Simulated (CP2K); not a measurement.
# How the settings of CP2K move a run on WSe$_{2}$

Simulated with CP2K 2026.2. This is a test of settings. The cell was built from a prototype and was relaxed with r2SCAN+rVV10 in plane waves (Ansatz 0.2.0). Not every such cell is a known phase. All runs are without spin polarisation.

Space group R3m (No. 160), trigonal; conventional cell a = 3.302 Å, c = 19.739 Å, 20.71 Å³ an atom. W has 6 Se at 2.53 Å; Se has 3 W at 2.53 Å.

The base run uses PBE in the SZV-MOLOPT-SR basis.

```
&GLOBAL
 PROJECT run
 RUN_TYPE ENERGY_FORCE
 PRINT_LEVEL LOW
&END GLOBAL
&FORCE_EVAL
 METHOD QS
 STRESS_TENSOR ANALYTICAL
 &DFT
  BASIS_SET_FILE_NAME BASIS_MOLOPT
  POTENTIAL_FILE_NAME GTH_POTENTIALS
  &QS
   EXTRAPOLATION USE_GUESS
  &END QS
  &MGRID
   CUTOFF 350
   REL_CUTOFF 50
  &END MGRID
  &XC
   &XC_FUNCTIONAL PBE
   &END XC_FUNCTIONAL
  &END XC
  &KPOINTS
   SCHEME MONKHORST-PACK 5 5 5
   SYMMETRY F
   FULL_GRID F
  &END KPOINTS
  &SCF
   ADDED_MOS 9
   EPS_SCF 1e-6
   MAX_SCF 80
   &DIAGONALIZATION
   &END DIAGONALIZATION
   &MIXING
    METHOD BROYDEN_MIXING
    ALPHA 0.3
   &END MIXING
   &SMEAR
    METHOD FERMI_DIRAC
    ELECTRONIC_TEMPERATURE [K] 232
   &END SMEAR
   &PRINT
    &ITERATION_INFO
    &END ITERATION_INFO
   &END PRINT
  &END SCF
  &PRINT
   &BAND_STRUCTURE
    FILE_NAME bands.bs
    ADDED_MOS 6
    &KPOINT_SET
     UNITS B_VECTOR
     SPECIAL_POINT 0.00000000 0.00000000 0.00000000
     NPOINTS 0
    &END KPOINT_SET
    &KPOINT_SET
     UNITS B_VECTOR
     SPECIAL_POINT -0.50000000 -0.50000000 -0.50000000
     NPOINTS 0
    &END KPOINT_SET
    &KPOINT_SET
     UNITS B_VECTOR
     SPECIAL_POINT -0.50000000 -0.18065981 -0.81934019
     NPOINTS 0
    &END KPOINT_SET
    &KPOINT_SET
     UNITS B_VECTOR
     SPECIAL_POINT -0.18065981 0.18065981 -0.50000000
     NPOINTS 0
    &END KPOINT_SET
    &KPOINT_SET
     UNITS B_VECTOR
     SPECIAL_POINT 0.00000000 0.00000000 -0.50000000
     NPOINTS 0
    &END KPOINT_SET
    &KPOINT_SET
     UNITS B_VECTOR
     SPECIAL_POINT 0.00000000 0.34032990 -0.34032990
     NPOINTS 0
    &END KPOINT_SET
    &KPOINT_SET
     UNITS B_VECTOR
     SPECIAL_POINT -0.34032990 0.00000000 -0.65967010
     NPOINTS 0
    &END KPOINT_SET
    &KPOINT_SET
     UNITS B_VECTOR
     SPECIAL_POINT -0.50000000 0.00000000 -0.50000000
     NPOINTS 0
    &END KPOINT_SET
    &KPOINT_SET
     UNITS B_VECTOR
     SPECIAL_POINT 0.00000000 0.18229200 -0.18489600
     NPOINTS 0
    &END KPOINT_SET
    &KPOINT_SET
     UNITS B_VECTOR
     SPECIAL_POINT -0.16259383 0.16259383 -0.50000000
     NPOINTS 0
    &END KPOINT_SET
   &END BAND_STRUCTURE
  &END PRINT
 &END DFT
 &SUBSYS
  &CELL
   A 6.85029154 0.00000000 0.00000000
   B 6.05439981 3.20479908 0.00000000
   C 6.05439981 1.50357218 2.83019573
  &END CELL
  &COORD
   SCALED
   W -0.00001831 -0.00001831 -0.00001831
   Se 0.41765043 0.41765043 0.41765043
   Se 0.24903455 0.24903455 0.24903455
  &END COORD
  &KIND W
   BASIS_SET SZV-MOLOPT-SR-GTH
   POTENTIAL GTH-PBE
  &END KIND
  &KIND Se
   BASIS_SET SZV-MOLOPT-SR-GTH
   POTENTIAL GTH-PBE
  &END KIND
 &END SUBSYS
 &PRINT
  &STRESS_TENSOR
  &END STRESS_TENSOR
  &FORCES
  &END FORCES
 &END PRINT
&END FORCE_EVAL
```

Command: `cp2k.psmp -i run.inp`. It took 18 s on 2 threads of Intel(R) Xeon(R) Platinum 8488C (Sapphire Rapids), with other jobs on the host, peak memory 0.47 GiB.

It converged with a gap of 0.83 eV and a pressure of 14.29 GPa (positive in compression). Pressures on CP2K's grid carry noise of some tenths of a GPa.

Each further run moved one setting: EPS_SCF (SCF threshold); ELECTRONIC_TEMPERATURE (smearing temperature in K); CUTOFF (density grid cutoff in Ry); XC_FUNCTIONAL (functional, with the PBE potentials kept); MAX_SCF (limit on SCF cycles). Changes are from the base run, which isn't itself converged in every setting; energies of another Hamiltonian, functional, basis or charge aren't compared, and those at a high electronic temperature are mostly its entropy term. CP2K's gap is over the listed points.

```tsv
setting	how it ended	gap change (eV)	energy change (meV/atom)	pressure change (GPa)	time (s)
EPS_SCF = 1e-9	converged	0.00	0.0	0.00	26
ELECTRONIC_TEMPERATURE = 1000	converged	0.00	0.0	0.00	18
CUTOFF = 1000	converged	0.00	0.0	0.00	48
XC_FUNCTIONAL = OLYP	converged	0.02	–	-1.12	17
XC_FUNCTIONAL = BP	converged	0.00	–	1.04	18
MAX_SCF = 4 (poor on purpose)	not converged	–	–	–	7.1
```

EPS_SCF = 1e-9 changes nothing that matters here. ELECTRONIC_TEMPERATURE = 1000 changes nothing that matters here. CUTOFF = 1000 changes nothing that matters here. With MAX_SCF = 4 the cycle ended unconverged.

The end of the log, shortened, for MAX_SCF = 4:

```
            4 scf_env_do_scf
            3 qs_energies
            2 qs_forces
            1 CP2K
--------------------------------------------------------------------------
MPI_ABORT was invoked on rank 0 in communicator MPI_COMM_WORLD
  Proc: [[49180,0],0]
  Errorcode: 1
NOTE: invoking MPI_ABORT causes Open MPI to kill all MPI processes.
You may or may not see output from other processes, depending on
exactly when Open MPI kills them.
--------------------------------------------------------------------------
```

Spin-orbit coupling is left out, which matters wherever the heavy atoms make up the band edges.
